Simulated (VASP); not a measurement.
Crystal: CdS (Hawleyite).

```xyz
2
Lattice="0.0000 2.9176 2.9176 2.9176 0.0000 2.9176 2.9176 2.9176 0.0000" Properties=species:S:1:pos:R:3 pbc="T T T"
Cd    5.8353    5.8353    5.8353
S     1.4588    1.4588    1.4588
```

Base run:

```yaml
Program: VASP 6.6.1
Functional: HSE06
Potentials_or_basis: VASP PAW PBE potentials, release 64 (Cd, S)
Cutoff: 520 eV
k_mesh: 6 × 6 × 6
Occupations: gaussian, width 0.03 eV
Spin: no spin polarisation
```

Its results: band gap on the k mesh 2.18 eV, direct; pressure 1.9 GPa.

Q: After a change of settings the same cell gave: band gap on the k mesh 2.81 eV, direct; pressure 1.8 GPa. Which change was it?
A. functional from HSE06 to PBE-EpsX
B. functional from HSE06 to PBE0
C. functional from HSE06 to PBE; further incar settings from ALGO = Normal; EDIFF = 1e-06; NBANDS = 16 to ALGO = Fast; EDIFF = 1e-06; NBANDS = 16

A: B.

Caveats: the PAW data sets were made with another functional, which shifts forces and pressure a little.
